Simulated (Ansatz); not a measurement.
PbF2 (Fluorocronite):

```
Pb F
1.0
     0.00000    2.96366    2.96366
     2.96366    0.00000    2.96366
     2.96366    2.96366    0.00000
Pb F
1 2
Direct
  0.00000 0.00000 0.00000
  0.75000 0.75000 0.75000
  0.25000 0.25000 0.25000
```

Base run:

| Quantity | Value |
| --- | --- |
| Program | Ansatz 0.2.0 |
| Functional | PBE0 form with a typed share of exact exchange |
| Potentials or basis | Ansatz PAW |
| Cutoff | 420 eV (not typed: the program's choice for these potentials) |
| k mesh | 5 × 5 × 5 |
| Occupations | fermi-dirac, width 0.05 eV |
| Spin | no spin polarisation |

Its results: band gap on the k mesh 5.76 eV, indirect (least direct gap 6.01 eV); pressure 1.5 GPa.

Question: The run is repeated on the same cell with these changes: share of exact exchange from 0.15 to 0. What comes out?

Answer: Band gap on the k mesh 4.54 eV, indirect (least direct gap 4.79 eV); pressure 2.7 GPa.

Caveats: odd divisions of the mesh miss points on the zone boundary, where band edges often lie, so the gap on the mesh can be too wide; spin-orbit coupling is left out, which as a rule narrows the gap of such compounds by several tenths of an eV; the PAW data sets come from PBE, with cores solved anew for the run's functional, which leaves a small shift of forces and pressure (some runs); the thresholds are loose for stress (some runs); the PAW data sets were made with another functional, which shifts forces and pressure a little (some runs).

A k mesh can miss the band edges.
